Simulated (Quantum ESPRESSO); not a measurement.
**NaCl: dielectric tensor and Born charges under several settings**

```xyz
2
Lattice="0.0000 2.7941 2.7941 2.7941 0.0000 2.7941 2.7941 2.7941 0.0000" Properties=species:S:1:pos:R:3 pbc="T T T"
Cl    2.7941    2.7941    2.7941
Na    0.0000    0.0000    0.0000
```

The cell is a database's computed one.

All runs used Quantum ESPRESSO 7.5; potentials GBRV 1.5 PBEsol; given cell; no spin polarisation; cutoff 612 eV; occupations smeared at first, fixed for the response.

```tsv
level	k mesh (s: shifted)	ε∞ (diagonal)	Born charge of atom 1 (e)	sum of the Born charges (e)
PBEsol	2 × 2 × 2s	2.60	-1.11	-0.02
PBEsol	4 × 4 × 4s	2.58	-1.09	0.00
PBEsol	6 × 6 × 6s	2.58	-1.09	0.00
PBEsol	8 × 8 × 8s	2.58	-1.09	0.00
PBEsol	10 × 10 × 10s	?	?	?
```

Problem. What stands in the row left open?

Solution. ε∞ 2.58; Born charge of atom 1 -1.09 e; sum of the Born charges 0.00 e.

Caveats: some runs use coarse meshes.
